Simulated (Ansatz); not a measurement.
The parent structure is CsCl in the CsCl type structure (space group Pm-3m, No. 221; a = 4.1403 Å). Axes: x, y, z lie along the cube axes.

Level of theory: r2SCAN (Ansatz, an electronic-structure program, PAW, no spin-orbit coupling).

The change: the cell is stretched by 1.90 % along x with no lateral relaxation; the atoms relax in the strained cell.

Q: Predict the stress tensor and what it implies for the stiffness.

A: Stress of the strained cell less that of the base (GPa, compression positive):
```
  -0.67    0.00    0.00
   0.00   -0.16    0.00
   0.00    0.00   -0.16
```

Then −Δσ_ii/ε with ε = 0.0190 gives secant stiffness values (nonlinear terms included at this strain): C11 ≈ 35 GPa.

No phonon test of stability was made.
